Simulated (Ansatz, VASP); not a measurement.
**Two plane-wave programs on TePb**

```
CELL_PARAMETERS angstrom
0.00000 3.09039 3.09039
3.09039 0.00000 3.09039
3.09039 3.09039 0.00000
ATOMIC_POSITIONS crystal
Pb 0.00000 0.00000 0.00000
Te 0.50000 0.50000 0.50000
```

Change from the starting cell: hydrostatic strain -5.4%.

Alike in both runs: task single point; functional r2SCAN; k mesh 8 × 8 × 8; no spin polarisation.

```csv
,VASP,Ansatz
version,VASP 6.6.1,Ansatz 0.2.0
potentials or method,"VASP PAW PBE potentials, release 64 (Pb_d, Te)","plane waves, PAW"
plane-wave cutoff (eV),520,500
occupations,"gaussian, width 0.01 eV",fixed
valence electrons in the cell,20,30
```

```csv
,VASP,Ansatz,Ansatz less VASP
gap on the k mesh at the Fermi level (eV),0.65,0.65,-0.007
pressure (GPa),10.3,10.2,-0.03
```

The two sets of potentials don't hold the same shells in valence.

Caveats: the PAW data sets were made with another functional, which shifts forces and pressure a little (VASP); spin-orbit coupling is left out, which as a rule narrows the gap of such compounds by several tenths of an eV. A k mesh can miss the band edges.
